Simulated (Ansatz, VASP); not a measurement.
HfO2 in VASP and in Ansatz

```
Hf O
1.0
     0.00000    2.55145    2.46330
     2.55145    0.00000    2.46330
     2.55145    2.55145    0.00000
Hf O
1 2
Cartesian
  0.0075 0.0000 0.0000
  1.2339 1.2757 1.2317
  3.7854 3.8272 3.6950
```

Change from the starting cell: mode 4 frozen in at -0.041 Å, strain +e along z and -e/2 along x and y -0.0233.

Alike in both runs: task single point; functional PBEsol; k mesh 8 × 8 × 8; occupations gaussian, width 0.05 eV; no spin polarisation.

|  | VASP | Ansatz |
| --- | --- | --- |
| version | VASP 6.6.1 | Ansatz 0.2.0 |
| potentials or method | VASP PAW PBE potentials, release 64 (Hf_pv, O) | scalar-relativistic, plane waves, PAW |
| plane-wave cutoff (eV) | 520 | 520 |
| valence electrons in the cell | 22 | 38 |

```tsv
	VASP	Ansatz	Ansatz less VASP
gap on the k mesh at the Fermi level (eV)	3.38	3.38	-0.001
least direct gap on the mesh (eV)	3.43	3.41	-0.012
pressure (GPa)	-3.3	0.5	+3.77
largest component of the traceless stress (GPa)	11.12	10.93	-0.196
rms of the force components (eV/Å)	0.107	0.112	+0.0047
```

Atom by atom the forces differ by 0.005 eV/Å (rms over components). The two sets of potentials don't hold the same shells in valence. Ansatz warned: «pseudo_functional_mismatch».

Caveats: the PAW data sets were made with another functional, which shifts forces and pressure a little (VASP); spin-orbit coupling is left out, which moves the levels of the heavy elements. A k mesh can miss the band edges.
